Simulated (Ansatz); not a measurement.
**What a change of settings does to a run on Ru**

The cell is COD entry 9017842, as deposited and not checked against the literature; nothing was relaxed.

First run: DFT, r2SCAN, PAW with Ansatz's default frozen-core files, scalar-relativistic (Ansatz 0.2.0).

Command: `ansatz run input.yaml --threads 1 --pin off --max-ram 2048MiB --backend cpu --events-out ev --progress --plain --runs-dir out` The run took 13 s on 1 thread of Arm Neoverse V1, on a shared host, peak memory 0.4 GiB.

```yaml
crystal:
  lattice:
    - [2.7057993342, 0.0, 0.0]
    - [-1.3528996671, 2.343290961, 0.0]
    - [0.0, 0.0, 4.2819]
  atoms:
    - { symbol: Ru, position: [0.3333333333, 0.6666666667, 0.25] }
    - { symbol: Ru, position: [0.6666666667, 0.3333333333, 0.75] }
kpoints:
  mp_grid: { grid: [14, 14, 8] }
  band_path:
    path:
      - [0.0, 0.0, 0.0]
      - [0.5, 0.0, 0.0]
      - [0.3333333333, 0.3333333333, 0.0]
      - [0.0, 0.0, 0.0]
      - [0.0, 0.0, 0.5]
      - [0.5, 0.0, 0.5]
      - [0.3333333333, 0.3333333333, 0.5]
      - [0.0, 0.0, 0.5]
      - [0.5, 0.0, 0.5]
    npoints: 5
scf:
  occupations: { method: fermi_dirac, width: 0.03 }
hamiltonian:
  xc: r2scan
  pseudopotentials: { kind: paw }
output:
  forces: true
  stress: true
  eigenvalues: true
  efg: { contact_densities: true }
  write_density: true
  write_potential: true
  elf: true
  volumetric_format: npy
```

Result: converged; pressure -2.03 GPa; no gap on the k mesh; 6 SCF iterations.

A second run of a changed input logged this at its end:

```
Crystal: 2 atoms, lattice volume = 27.149 Å³
Basis set: ecut = 500 eV, 687 PW (Γ), exchange–correlation on 80×80×128 points (64 copies of the dense FFT grid, shifted against one another)
Bands: 20, of which v1, the nominal top of the filled ones, is band 16 counted from 1 (15 counted from 0)
Symmetry: 24 space group operations
Space group: P63/mmc (ITA 194), of the structure as read, at distance tolerance 3.0e-5 Å
k-points: 120 of 1568
Non-local potential: Ru, projectors of the file, l = 0: 3, l = 1: 2, l = 2: 2, l = 3: 1
PAW form: soft (Blöchl's): semilocal exchange-correlation on the pseudo side does not see the compensation charge
PAW frozen core: Ru, regenerated for the run's functional (the file was generated under x = pbe(κ = 0.804, μ = 0.2195149727645171), c = pbe(β = 0.06672455060314922))
PAW one-centre angular grid: Ru, 590 points (default); XC on 160 Gauss nodes
Initial density: superposition of atomic densities (neutral atoms: chi_scale 0, normalization atom), corrected by the library's trained network
Initial wavefunctions: pseudopotential atomic-orbital guess
Functional: x = r2scan, c = r2scan; τ floored in thin density (d = 2e-4 eV/Å³)
SCF iter   1: F=—  HF=-11781.381381 eV  |F-HF|=—  |Δ(HF+E_count)|=         —  Δρ=1.10e-2  dr2=1.02e-2  dr2_τ=1.43e-2  ethr=1.77e-3  ⟨swp⟩=4.2  Hψ=22840  notcnv=0
preconditioner: auto → none  [metal: Δε(μ)=0.006 eV  Ē_g=6.106 eV  σ=0.030 eV  W_gap=0.05  n_scr=8 (ndim 8)  ℏωp=28.5 eV  f_vac=0.000  D(μ)=2.33/eV (n_scr^D=22)  sad-step TF]
Error: did not converge after 1 iterations: tau_residual = 1.43e-2 (threshold 1.00e-7), under the density mixer `msr1`, which `scf.mixing.algorithm: auto` chose by the deck's other keys (type `scf.mixing.algorithm: msr1` to keep it); raise `scf.max_iter`, which need not help a stalled SCF, or adjust the mixing (`scf.mixing`) or, under a smearing, its width (`scf.occupations.width`, in either direction: another width is another result); this SCF holds its density and magnetisation to the symmetry operations that it keeps, and cannot end on a state that breaks one of them: if the state sought breaks one, re-run with `crystal.symmetry.detect: false`, without `crystal.symmetry.time_reversal: true`, on a non-collinear deck whose state breaks time reversal, with `crystal.symmetry.time_reversal: false` beside it (there exact exchange or a DFT+U term alone can polarise the run; a magnetic state wants starting moments), where the deck allows it (that run may end on another state, and need not converge either); this run sums exchange and correlation on more points than the dense box has (`basis.xc_grid`), where a deck that converges on the dense box may not converge: try another level (where the key is left out runs that use forces, runs that use the stress, dielectric runs by a finite field, finite-displacement phonons, runs of phonons.displacement_patterns under a GGA or a meta-GGA, phonons by method: dfpt, dielectric runs by the response, runs on support functions, runs on PAW files under a meta-GGA or a hybrid on one, runs at kind: all_electron or under a hybrid on a GGA, runs under a text's formulas of a gradient, and runs on PAW files that evaluate rPW86 or Becke's exchange or LYP's correlation can take a finer level, which can go by the root key accuracy; a number is taken as typed), or, where it is served, `1`, the dense box, on which forces and the stress change with where the atoms sit on the grid; a lower level also moves a field's Born charges, by the response (dielectric, § Limitations, in the input reference) or by a finite field; under a meta-GGA, try another mixer (`scf.mixing.algorithm: anderson` or `broyden`); mind that the stability of the state on which such a run converges can go unchecked at the default of `scf.lower_state_search`; see `basis.xc_grid`, Limitations — the other mixer that `auto` picks from is left to try (`scf.mixing.algorithm: broyden`); it can need more iterations, either can converge an SCF that the other leaves open, and the two can end on different states; the input reference at `scf.mixing.algorithm` says more, and from which start to try it
```

Question: What was wrong with the input?

Answer: Too few SCF iterations, by this change (others could give a like log):
```diff
@@ -23,4 +23,5 @@
 scf:
   occupations: { method: fermi_dirac, width: 0.03 }
+  max_iter: 1
 hamiltonian:
   xc: r2scan
@@ -31,7 +32,3 @@
   eigenvalues: true
   efg: { contact_densities: true }
-  write_density: true
-  write_potential: true
-  elf: true
-  volumetric_format: npy
```
